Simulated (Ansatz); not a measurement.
## W: course of a relaxation

These are results of DFT PBEsol, scalar-relativistic, plane waves, PAW (Ansatz 0.2.0), not measurements. (420 eV cutoff, 18×18×18 k-mesh, Gaussian smearing of 0.10 eV, no spin polarisation)

What was changed in Cr: Cr → W on all its sites, cell and atoms relaxed.

Spin–orbit coupling is left out, which can shift energies with elements as heavy as these.

Command:

```bash
ansatz run input.yaml --threads 1 --pin off --max-ram 2560MiB --backend cpu --events-out ev --progress --plain --runs-dir out
```

Input:

```yaml
crystal:
  lattice:
    - [0.0, 1.9871083029, 1.9871083029]
    - [1.9871083029, 0.0, 1.9871083029]
    - [1.9871083029, 1.9871083029, 0.0]
  atoms:
    - { symbol: W, position: [0.0, 0.0, 0.0] }
basis:
  ecutwfc: 420
kpoints:
  mp_grid: { grid: [18, 18, 18] }
hamiltonian:
  xc: pbesol
scf:
  occupations: { method: gaussian, width: 0.1 }
output:
  forces: true
  stress: true
  eigenvalues: true
relax:
  adjacent_minimum: "off"
  f_tol: 0.01
  max_steps: 60
  cell: { stress_tol: 0.1 }
```

F is the free energy. Steps run on the plane waves of an earlier cell, but the last one, and at times one on the way, on a freshly chosen basis, so a repeated geometry can differ a little in energy.

At step 2 the energy rises: a step can overshoot before the optimiser corrects it.

Steps:

```
step F − F(1) (eV) largest force component (eV/Å) V (Å³/atom) P (GPa)
   1         0.0000                           0.000       15.693     5.55
   2         0.0265                           0.000       16.732   -12.63
   3        -0.0047                           0.000       15.996    -0.38
   4        -0.0047                           0.000       15.976    -0.01
   5        -0.0048                           0.000       15.976    -0.01
```

Relaxed structure:

```cif
data_structure
_symmetry_space_group_name_H-M 'P 1'
_symmetry_Int_Tables_number 1
_cell_length_a 2.8270
_cell_length_b 2.8270
_cell_length_c 2.8270
_cell_angle_alpha 60.000
_cell_angle_beta 60.000
_cell_angle_gamma 60.000
_cell_volume 15.98
loop_
_atom_site_label
_atom_site_type_symbol
_atom_site_fract_x
_atom_site_fract_y
_atom_site_fract_z
_atom_site_occupancy
W1 W 0.00000 0.00000 0.00000 1
```

It takes space group Fm-3m (No. 225, cubic). The conventional cell has a = 3.998 Å, b = 3.998 Å, c = 3.998 Å, α = 90.00°, β = 90.00°, γ = 90.00°. Around W (site symmetry m-3m) lie 12 W at 2.83 Å.

The run converged. It took 5.5 s on 1 thread of Intel(R) Xeon(R) 6975P-C (Granite Rapids), on a shared host, peak memory 0.35 GiB.